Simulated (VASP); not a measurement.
# W in VASP: single point with PBE

Aim: the single point of W with PBE.

All numbers are computed with VASP 6.6.1; they aren't measurements. Logs are shortened: lines on timing, memory, paths and dates and some standing lists are left out, and cuts for length are marked.

## (1) The slab as given

The cell holds a slab with vacuum, 4 atoms: a = 3.165 Å, b = 3.165 Å, c = 25.858 Å, α = 90.00°, β = 90.00°, γ = 90.00°.

The cell was built by a generator and needn't be a form met in nature.

## (2) Single point, PBE

INCAR reads:

```
SYSTEM = W
PREC     = Accurate       ! precision mode
ENCUT    = 520            ! plane-wave cutoff, eV
EDIFF    = 1E-7           ! SCF threshold, eV
ISMEAR   = 1              ! smearing method
SIGMA    = 0.1            ! smearing width, eV
LREAL    = .False.        ! projectors in reciprocal space
LASPH    = .True.         ! aspherical terms in the spheres
NELM     = 100            ! most SCF steps
ALGO     = Fast           ! electronic algorithm
ISIF     = 2              ! what is computed and relaxed
LWAVE    = .False.        ! write WAVECAR
LCHARG   = .False.        ! write CHGCAR
LDIPOL   = .True.       
IDIPOL   = 3            
DIPOL    = 0.5 0.5 0.657
GGA      = PE             ! functional
NBANDS   = 36             ! bands
```

KPOINTS reads:

```
Automatic mesh
0
Gamma
  10 10 1
  0 0 0
```

POSCAR reads:

```
W
1.0
    3.1646185137      0.0000000000      0.0000000000
    0.0000000000      3.1646185137      0.0000000000
    0.0000000000      0.0000000000     25.8578461265
W
4
Direct
    0.0000000000      0.0000000000      0.5680735063
    0.5000000000      0.5000000000      0.6252581972
    1.0000000000      0.0000000000      0.6905498935
    0.5000000000      0.5000000000      0.7445447954
```

Potentials or basis: VASP PAW PBE potentials, release 64 (W_sv).

Run with:

```
cat potpaw_PBE.64/W_sv/POTCAR > POTCAR
mpirun -np 1 vasp_std > vasp.out
```

OUTCAR:

```text
SYSTEM = W
   PREC = Accurate
   ENCUT = 520
   EDIFF = 1E-7
   ISMEAR = 1
   LREAL = .False.
   LASPH = .True.
   NELM = 100
   ISIF = 2
   GGA = PE

 ion  position               nearest neighbor table
   1  0.000  0.000  0.568-   2 2.68   2 2.68   2 2.68   2 2.68   3 3.17
   2  0.500  0.500  0.625-   1 2.68   1 2.68   1 2.68   1 2.68   3 2.80   3 2.80   3 2.80   3 2.80
                             4 3.08
   3  0.000  0.000  0.691-   4 2.64   4 2.64   4 2.64   4 2.64   2 2.80   2 2.80   2 2.80   2 2.80
                             1 3.17
   4  0.500  0.500  0.745-   3 2.64   3 2.64   3 2.64   3 2.64   2 3.08

  LATTYP: Found a simple tetragonal cell.
 ALAT       =     3.1646185137
 C/A-ratio  =     8.1709204489

  Lattice vectors:

 A1 = (   3.1646185137,   0.0000000000,   0.0000000000)
 A2 = (   0.0000000000,   3.1646185137,   0.0000000000)
 A3 = (   0.0000000000,   0.0000000000,  25.8578461265)

Analysis of symmetry for initial positions (statically):
=====================================================================
 Subroutine PRICEL returns:
 Original cell was already a primitive cell.

 Routine SETGRP: Setting up the symmetry group for a
 simple tetragonal supercell.

 Subroutine GETGRP returns: Found  8 space group operations
 (whereof  8 operations were pure point group operations)
 out of a pool of 16 trial point group operations.

The static configuration has the point symmetry C_4v.

Analysis of symmetry for dynamics (positions and initial velocities):
=====================================================================
 Subroutine PRICEL returns:
 Original cell was already a primitive cell.

 Routine SETGRP: Setting up the symmetry group for a
 simple tetragonal supercell.

 Subroutine GETGRP returns: Found  8 space group operations
 (whereof  8 operations were pure point group operations)
 out of a pool of 16 trial point group operations.

The dynamic configuration has the point symmetry C_4v.

 Subroutine INISYM returns: Found  8 space group operations
 (whereof  8 operations are pure point group operations),
 and found     1 'primitive' translations

----------------------------------------------------------------------------------------

                                     Primitive cell

  volume of cell :     258.9614

  direct lattice vectors                    reciprocal lattice vectors
     3.164618514  0.000000000  0.000000000     0.315993854  0.000000000  0.000000000
     0.000000000  3.164618514  0.000000000     0.000000000  0.315993854  0.000000000
     0.000000000  0.000000000 25.857846127     0.000000000  0.000000000  0.038672981

  length of vectors
     3.164618514  3.164618514 25.857846127     0.315993854  0.315993854  0.038672981

  position of ions in fractional coordinates (direct lattice)
     0.000000000  0.000000000  0.568073506
     0.500000000  0.500000000  0.625258197
     0.000000000  0.000000000  0.690549893
     0.500000000  0.500000000  0.744544795

  ion indices of the primitive-cell ions
   primitive index   ion index
                 1           1
                 2           2
                 3           3
                 4           4

----------------------------------------------------------------------------------------

 KPOINTS: Automatic mesh

Automatic generation of k-mesh.
 Grid dimensions read from file:
 generate k-points for:   10   10    1

 Generating k-lattice:

  Cartesian coordinates                     Fractional coordinates (reciprocal lattice)
     0.031599385  0.000000000  0.000000000     0.100000000  0.000000000  0.000000000
     0.000000000  0.031599385  0.000000000     0.000000000  0.100000000  0.000000000
     0.000000000  0.000000000  0.038672981     0.000000000  0.000000000  1.000000000

  Length of vectors
     0.031599385  0.031599385  0.038672981

  Shift w.r.t. Gamma in fractional coordinates (k-lattice)
     0.000000000  0.000000000  0.000000000

 Subroutine IBZKPT returns following result:
 ===========================================

 Found     21 irreducible k-points:

 Following reciprocal coordinates:
            Coordinates               Weight
  0.000000  0.000000  0.000000      1.000000
  0.100000  0.000000  0.000000      4.000000
  0.200000  0.000000  0.000000      4.000000
  0.300000  0.000000  0.000000      4.000000
  0.400000  0.000000  0.000000      4.000000
  0.500000  0.000000  0.000000      2.000000
[... 13 lines left out ...]
  0.500000  0.400000  0.000000      4.000000
  0.500000  0.500000  0.000000      1.000000
   k-points           NKPTS =     21   k-points in BZ     NKDIM =     21   number of bands    NBANDS=     36
   number of dos      NEDOS =    301   number of ions     NIONS =      4
   total plane-waves  NPLWV = 110592
   dimension x,y,z NGX =    24 NGY =   24 NGZ =  192
   dimension x,y,z NGXF=    48 NGYF=   48 NGZF=  384
   ions per type =               4
   NGX,Y,Z   is equivalent  to a cutoff of  12.61, 12.61, 12.34 a.u.
   NGXF,Y,Z  is equivalent  to a cutoff of  25.22, 25.22, 24.69 a.u.
 SYSTEM =  W
   PREC   = accura    normal or accurate (medium, high low for compatibility)
   ISTART =      0    job   : 0-new  1-cont  2-samecut
   ICHARG =      2    charge: 1-file 2-atom 10-const
   ISPIN  =      1    spin polarized calculation?
   LNONCOLLINEAR =      F non collinear calculations
   LSORBIT =      F    spin-orbit coupling
   LASPH  =      T    aspherical Exc in radial PAW
   ENCUT  =  520.0 eV  38.22 Ry    6.18 a.u.   5.88  5.88 48.08*2*pi/ulx,y,z
   NELM   =    100;   NELMIN=  2; NELMDL= -5     # of ELM steps
   EDIFF  = 0.1E-06   stopping-criterion for ELM
   LREAL  =      F    real-space projection
   EDIFFG = 0.1E-05   stopping-criterion for IOM
   NSW    =      0    number of steps for IOM
   IBRION =     -1    ionic relax: 0-MD 1-quasi-New 2-CG
   NFREE  =      0    steps in history (QN), initial steepest desc. (CG)
   ISIF   =      2    stress and relaxation
   ISYM   =      2    0-nonsym 1-usesym 2-fastsym
   POTIM  = 0.5000    time-step for ionic-motion
   TEBEG  =    0.0;   TEEND  =   0.0 temperature during run
   PSTRESS=    0.0 pullay stress
   NELECT =      56.0000    total number of electrons
   NUPDOWN=      -1.0000    fix difference up-down
   EMIN   =  10.00;   EMAX   =-10.00  energy-range for DOS
   EFERMI =   0.00;   METHOD = LEGACY
   ISMEAR =     1;   SIGMA  =   0.10  broadening in eV -4-tet -1-fermi 0-gaus
   EFERMI_NEDOS =   21; number of points for ismear=-14 and -15
   IALGO  =     68    algorithm
   IMIX   =      4    mixing-type and parameters
     AMIX     =   0.40;   BMIX     =  1.00
     AMIX_MAG =   1.60;   BMIX_MAG =  1.00
  volume/ion in A,a.u.               =      64.74       436.89
  Fermi-wavevector in a.u.,A,eV,Ry     =   0.982636  1.856912 13.137414  0.965573
  Thomas-Fermi vector in A             =   2.113733
   LORBIT       =      0    0 simple, 1 ext, 2 COOP (PROOUT), +10 PAW based schemes
   GGA     = PE    functional components
   LHFCALC =     F    Hartree Fock is set to
   AEXX    =    0.0000 exact exchange contribution
   IVDW    =     0    specifies the selected vdW correction
   LEPSILON=     F    determine dielectric tensor
   LRPA    =     F    only Hartree local field effects (RPA)
 non-spin polarized calculation
 RMM-DIIS sequential band-by-band and
 Methfessel and Paxton  Order N= 1 SIGMA  =   0.10
  energy-cutoff  :      520.00
  volume of cell :      258.96
 maximum number of plane-waves:      7036
 NGX is ok and might be reduce to    24
   NGX = 11   NGY = 11   NGZ = 97

 dipolmoment           0.000000      0.000000      0.000884 electrons x Angstroem

 number of electron      55.9999996 magnetization

 dipolmoment           0.000000      0.000000     -0.000543 electrons x Angstroem

 Free energy of the ion-electron system (eV)
  ---------------------------------------------------
  ext. energy  EPLUGINS =         0.00000000
  ---------------------------------------------------
  free energy    TOTEN  =       -46.75900132 eV

  energy without entropy =      -46.75523690  energy(sigma->0) =      -46.75774651

 E-fermi :  -0.3012     XC(G=0):  -4.2526

 val. band max:       -0.3269896327   @ k =   0.2000   0.2000   0.0000
 cond. band min:      -0.2936768972   @ k =   0.1000   0.0000   0.0000
 fundamental gap:      0.0333127355
 Fermi energy:        -0.3012373366

 k-point     1 :       0.0000    0.0000    0.0000
  band No.  band energies     occupation
      1     -74.1282      2.00000
      2     -74.0582      2.00000
      3     -73.9526      2.00000
      4     -73.8704      2.00000
      5     -38.5907      2.00000
      6     -38.5469      2.00000
[... 28 lines left out ...]
     35       2.5815      0.00000
     36       3.3480      0.00000

 k-point     2 :       0.1000    0.0000    0.0000
  band No.  band energies     occupation
      1     -74.1225      2.00000
      2     -74.0541      2.00000
      3     -73.9552      2.00000
      4     -73.8743      2.00000
      5     -38.6420      2.00000
      6     -38.5910      2.00000
[... 28 lines left out ...]
     35       2.2458      0.00000
     36       2.6650      0.00000

 k-point     3 :       0.2000    0.0000    0.0000
  band No.  band energies     occupation
      1     -74.1065      2.00000
      2     -74.0426      2.00000
      3     -73.9630      2.00000
      4     -73.8856      2.00000
      5     -38.7403      2.00000
      6     -38.6663      2.00000
[... 28 lines left out ...]
     35       2.3869      0.00000
     36       2.6220      0.00000
[... 625 lines left out ...]
 k-point    20 :       0.5000    0.4000    0.0000
  band No.  band energies     occupation
      1     -74.0318      2.00000
      2     -73.9991      2.00000
      3     -73.9896      2.00000
      4     -73.9225      2.00000
      5     -38.8919      2.00000
      6     -38.8863      2.00000
[... 28 lines left out ...]
     35       3.3171      0.00000
     36       3.3374      0.00000

 k-point    21 :       0.5000    0.5000    0.0000
  band No.  band energies     occupation
      1     -74.0310      2.00000
      2     -73.9982      2.00000
      3     -73.9887      2.00000
      4     -73.9217      2.00000
      5     -38.9150      2.00000
      6     -38.9150      2.00000
[... 28 lines left out ...]
     35       3.1869      0.00000
     36       3.2078      0.00000

------------------------ aborting loop because EDIFF is reached ----------------------------------------

 vacuum level on the upper side and lower side of the slab       (xc-potential included)        -0.009         0.001

  FORCE on cell =-STRESS in cart. coord.  units (eV):
  Direction    XX          YY          ZZ          XY          YZ          ZX
  --------------------------------------------------------------------------------------
  -------------------------------------------------------------------------------------
  Total       -3.2420944     -3.2420944     -0.8768212      0.0000000      0.0000000      0.0000000
  in kB      -20.0586249    -20.0586249     -5.4248353      0.0000000      0.0000000      0.0000000
  external PRESSURE =     -15.1806951 kB  Pullay stress =       0.0000000 kB

 VOLUME and BASIS-vectors are now :
 -----------------------------------------------------------------------------
  energy-cutoff  :      520.00
  volume of cell :      258.96
      direct lattice vectors                 reciprocal lattice vectors
     3.164618514  0.000000000  0.000000000     0.315993854  0.000000000  0.000000000
     0.000000000  3.164618514  0.000000000     0.000000000  0.315993854  0.000000000
     0.000000000  0.000000000 25.857846127     0.000000000  0.000000000  0.038672981

 POSITION                                       TOTAL-FORCE (eV/Angst)
 -----------------------------------------------------------------------------------
      0.00000      0.00000     14.68916         0.000000     -0.000000      0.941382
      1.58231      1.58231     16.16783         0.000000      0.000000     -1.184578
      0.00000      0.00000     17.85613         0.000000      0.000000      0.138338
      1.58231      1.58231     19.25232         0.000000     -0.000000      0.104858
 -----------------------------------------------------------------------------------
    total drift:                                0.000000     -0.000000     -0.000045

  FREE ENERGIE OF THE ION-ELECTRON SYSTEM (eV)
  ---------------------------------------------------
  free  energy   TOTEN  =       -46.7590013195 eV

  energy  without entropy=      -46.7552369007  energy(sigma->0) =      -46.75774651

 vacuum level on the upper side and lower side of the slab         3.813         3.823
```

Run time: 6.2 min. Hardware: 1 thread of Intel Xeon Platinum 8488C (Sapphire Rapids), shared host; peak memory 0.4 GiB.

What came out:

| Quantity | Value |
| --- | --- |
| Free energy | -46.7590 eV |
| Largest force | 1.185 eV/Å |
| Band gap on the k mesh | none (metal or under the smearing width) |

Forces on the atoms (eV/Å):
```
W    0.000  0.000  0.941
W    0.000  0.000 -1.185
W    0.000  0.000  0.138
W    0.000  0.000  0.105
```
